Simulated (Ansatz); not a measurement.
Input and command of a plane-wave DFT calculation in Ansatz:

```yaml
crystal:
  lattice:
    - [0.0, 1.7857375319, 1.7857375319]
    - [1.7857375319, 0.0, 1.7857375319]
    - [1.7857375319, 1.7857375319, 0.0]
  atoms:
    - { symbol: C, position: [0.5, 0.5, 0.5] }
    - { symbol: C, position: [0.75, 0.75, 0.75] }
basis:
  ecutwfc: 420
kpoints:
  mp_grid: { grid: [12, 12, 12] }
hamiltonian:
  xc: pbe
scf:
  occupations: { method: gaussian, width: 0.05 }
output:
  forces: true
  stress: true
  eigenvalues: true
```

```bash
ansatz run input.yaml --threads 1 --pin off --max-ram 2560MiB --backend cpu --events-out ev --progress --plain --runs-dir out
```

Processor: Arm Neoverse V2, 1 thread, on a host shared with other jobs.

How long does it run, and how much memory does it take?

About 0.51 s on 1 thread of Arm Neoverse V2, on a shared host, peak memory 0.24 GiB. It solves 8 bands at 72 k points (the mesh reduced by the symmetry that the task leaves, which can be less than the crystal's) with about 229 plane waves, in 6 SCF iterations.
